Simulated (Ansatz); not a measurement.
# Ga: a single-point run

Wanted: a converged single-point run for Ga, and a check of what comes out. The structure is shown as the input types it.

Computed with Ansatz 0.2.0 (DFT, LDA, all-electron LAPW, scalar-relativistic, unless a step's input says otherwise).

1 further run of the same task is left out (it didn't finish). Runs told in other sessions of the task aren't counted.

**1. The starting structure**

Symmetry: C2/c, No. 15, monoclinic system. Conventional cell: a = 5.227 Å, b = 15.218 Å, c = 6.297 Å, α = 90.00°, β = 92.02°, γ = 90.00°.

Coordinates:

```xyz
2
Lattice="2.6135 -7.6090 0.0000 2.6135 7.6090 0.0000 -0.2219 0.0000 6.2927" Properties=species:S:1:pos:R:3 pbc="T T T"
Ga    2.5580   -5.6154    1.5732
Ga    2.4470    5.6154    4.7195
```

**2. The run**

Contents of input.yaml:

```yaml
crystal:
  lattice:
    - [2.6134912, -7.60898214, 0.0]
    - [2.6134912, 7.60898214, 0.0]
    - [-0.22194833, 0.0, 6.29265563]
  atoms:
    - { symbol: Ga, position: [0.869, 0.131, 0.25] }
    - { symbol: Ga, position: [0.131, 0.869, 0.75] }
kpoints:
  mp_grid: { grid: [14, 14, 11] }
  band_path:
    path:
      - [0.0, 0.0, 0.0]
      - [-0.5, 0.5, 0.0]
      - [-0.5, 0.5, 0.5]
      - [0.0, 0.0, 0.5]
      - [0.0, 0.0, 0.0]
      - [-0.5, 0.0, 0.5]
      - [0.0, 0.0, 0.0]
      - [-0.5, 0.0, 0.0]
    npoints: 5
scf:
  occupations: { method: fermi_dirac, width: 0.05 }
  max_iter: 80
hamiltonian:
  xc: lda
  pseudopotentials: { kind: all_electron, lapw: { basis_error: 0.0005 } }
output:
  forces: true
  stress: true
  eigenvalues: true
```

Started as:

```sh
ansatz run input.yaml --threads 1 --pin off --max-ram 2048MiB --backend cpu --events-out ev --progress --plain --runs-dir out
```

What happens when this is run?

The program finished normally. That alone doesn't make the input a sound one.

Lengths in bohr were typed where ångström are read, so every distance is 1.89 times too long and the bonds are broken. The shortest distance in the input is 5.08 Å, between atoms 1 (Ga) and 2 (Ga).

The cure: convert the lengths to the unit that the input reads.
